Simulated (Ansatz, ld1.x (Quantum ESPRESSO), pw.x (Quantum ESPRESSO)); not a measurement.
Equation-of-state test of one TM potential (tellurium)

tellurium (Te), norm-conserving Troullier–Martins (Kleinman–Bylander form), made with ld1.x (Quantum ESPRESSO) 7.5 (PBE, scalar-relativistic). Core [Kr] 4d10, reference 5s2 5p2 (charge +2). Waves: 5s (bound): rc 1.45 bohr; 5p (bound): rc 2.40 bohr; 5d channel at 0.25 Ry: rc 2.30 bohr. Local part: all-electron potential smoothed inside 2.40 bohr (lloc = -1). Core correction: none.

Atomic tests: cutoffs needed: 60 Ry and 120 Ry (the cutoffs (Ry, on a coarse ladder) from which the occupation-weighted sum of valence levels, in a spherical-Bessel basis at the reference potential, stays within 10 and 1 mRy of its value at 400 Ry); ghost test: no extra level below or beside the all-electron valence levels (s, p, d, f tested) (spherical-Bessel basis up to 400 Ry, 20 bohr box); largest excitation error: +75 meV (all-electron minus pseudo) for 5s2 5p0, out of 7 test configurations.

Crystal test: fcc Te in pw.x 7.5, no spin, 12³ k-points, Fermi–Dirac smearing 0.01 Ry, cutoffs 145/580 Ry. The lattice is a test structure that the element need not adopt, and mesh and smearing are coarse.

pw.x input:

```
&control
  calculation='scf', prefix='x', pseudo_dir='./', outdir='./tmp', tstress=.true., disk_io='none'
/
&system
  ibrav=0, nat=1, ntyp=1, ecutwfc=145, ecutrho=580, nbnd=10,
  occupations='smearing', smearing='fd', degauss=0.01
/
&electrons
  conv_thr=1e-09, mixing_beta=0.4, electron_maxstep=70
/
ATOMIC_SPECIES
Te 1.0 Te.UPF
CELL_PARAMETERS angstrom
  0.00000000 2.42039904 2.42039904
  2.42039904 0.00000000 2.42039904
  2.42039904 2.42039904 0.00000000
ATOMIC_POSITIONS crystal
Te 0.0000 0.0000 0.0000
K_POINTS automatic
12 12 12 0 0 0
```

```bash
pw.x < Te.scf.in > Te.scf.out
```

How does the run end?

It converges; the pressure is -1.99 GPa against 0.13 GPa from all-electron LAPW. This is a poor potential for the solid. The log shows:

```
     charge density cutoff     =     580.0000  Ry
     scf convergence threshold =      1.0E-09
     Exchange-correlation= PBE
     number of k points=    72  Fermi-Dirac smearing, width (Ry)=  0.0100
     iteration #  1     ecut=   145.00 Ry     beta= 0.40
     total energy              =     -16.34332058 Ry
     estimated scf accuracy    <       0.23209154 Ry
     iteration #  2     ecut=   145.00 Ry     beta= 0.40
     total energy              =     -16.31915769 Ry
     estimated scf accuracy    <       0.06125559 Ry
     iteration #  3     ecut=   145.00 Ry     beta= 0.40
     total energy              =     -16.32489064 Ry
     estimated scf accuracy    <       0.00013867 Ry
     iteration #  4     ecut=   145.00 Ry     beta= 0.40
     total energy              =     -16.32500625 Ry
     estimated scf accuracy    <       0.00003458 Ry
     iteration #  5     ecut=   145.00 Ry     beta= 0.40
     total energy              =     -16.32500834 Ry
     estimated scf accuracy    <       0.00000112 Ry
     iteration #  6     ecut=   145.00 Ry     beta= 0.40
     total energy              =     -16.32500888 Ry
     estimated scf accuracy    <       0.00000005 Ry
     iteration #  7     ecut=   145.00 Ry     beta= 0.40
     total energy              =     -16.32500893 Ry
     estimated scf accuracy    <          1.0E-09 Ry
     iteration #  8     ecut=   145.00 Ry     beta= 0.40
     the Fermi energy is     7.9315 ev
!    total energy              =     -16.32500893 Ry
     estimated scf accuracy    <          2.2E-10 Ry
     smearing contrib. (-TS)   =      -0.00431956 Ry
     The total energy is F=E-TS. E is the sum of the following terms:
     one-electron contribution =       4.85936214 Ry
     hartree contribution      =       0.44095257 Ry
     xc contribution           =      -3.57782991 Ry
     ewald contribution        =     -18.04317417 Ry
     convergence has been achieved in   8 iterations
          total   stress  (Ry/bohr**3)                   (kbar)     P=      -19.94
     Message from routine punch:
     Nothing written, as per user request (disk_io='none')
```
